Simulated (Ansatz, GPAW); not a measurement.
This is a calculation of Mg (Magnesium) for GPAW 26.7.0 (ASE script). 

run.py

```python
from ase import Atoms
from ase.dft.bandgap import bandgap
from ase.io import write
from ase.units import GPa
from gpaw import GPAW, PW

atoms = Atoms(['Mg', 'Mg'],
              cell=[[3.2093, 0.0, 0.0],
                    [-1.60465, 2.7793353284, 0.0],
                    [0.0, 0.0, 5.2103]],
              scaled_positions=[[0.6666666667, 0.3333333333, 0.75],
                                [0.3333333333, 0.6666666667, 0.25]],
              pbc=True)

calc = GPAW(mode=PW(800),
            xc='PBE',
            kpts={'size': (10, 10, 5), 'gamma': True},
            occupations={'name': 'methfessel-paxton', 'order': 0, 'width': 0.012},
            nbands=19,
            convergence={'density': 1e-05, 'energy': 1e-05},
            maxiter=150,
            txt='gpaw.txt')
atoms.calc = calc
energy = atoms.get_potential_energy()
forces = atoms.get_forces()
stress = atoms.get_stress()
calc.write('gs.gpw')
write('result.traj', atoms)
print(f'Energy: {energy:.6f} eV')
print('Forces (eV/A):')
print(forces.round(4))
print('Stress (GPa):', (stress / GPa).round(3))
print('Fermi level:', round(calc.get_fermi_level(), 4), 'eV')
print(f'Gap: {bandgap(calc)[0]:.4f} eV, direct: {bandgap(calc, direct=True)[0]:.4f} eV')
```

Potentials or basis: GPAW PAW data sets (gpaw-data 1.2.1), pw.

Command:

```bash
$ OMP_NUM_THREADS=1 python run.py
```

Q: Translate it to Ansatz 0.2.0. Potentials or basis there: all-electron LAPW, scalar-relativistic.

A: As run (cutoffs and basis follow the program's own potentials, and thresholds, step limits or extra output files can differ):

input.yaml

```yaml
crystal:
  lattice:
    - [3.2093, 0.0, 0.0]
    - [-1.60465, 2.7793353284, 0.0]
    - [0.0, 0.0, 5.2103]
  atoms:
    - { symbol: Mg, position: [0.6666666667, 0.3333333333, 0.75] }
    - { symbol: Mg, position: [0.3333333333, 0.6666666667, 0.25] }
kpoints:
  mp_grid: { grid: [10, 10, 5] }
scf:
  occupations: { method: gaussian, width: 0.012 }
hamiltonian:
  xc: pbe
  pseudopotentials: { kind: all_electron, lapw: { basis_error: 0.001 } }
output:
  forces: true
  stress: true
  eigenvalues: true
```

Potentials or basis: all-electron LAPW, scalar-relativistic.

Command:

```console
$ ansatz run input.yaml --threads 1 --pin off --max-ram 3072MiB --backend cpu --events-out ev --progress --plain --runs-dir out
```

Both were run:

|  | GPAW | Ansatz |
| --- | --- | --- |
| Pressure | -0.5 GPa | -0.5 GPa |

Where Ansatz's input types no cutoff or centring, it takes its own default and a Γ-centred mesh.

Pressure is positive in compression.
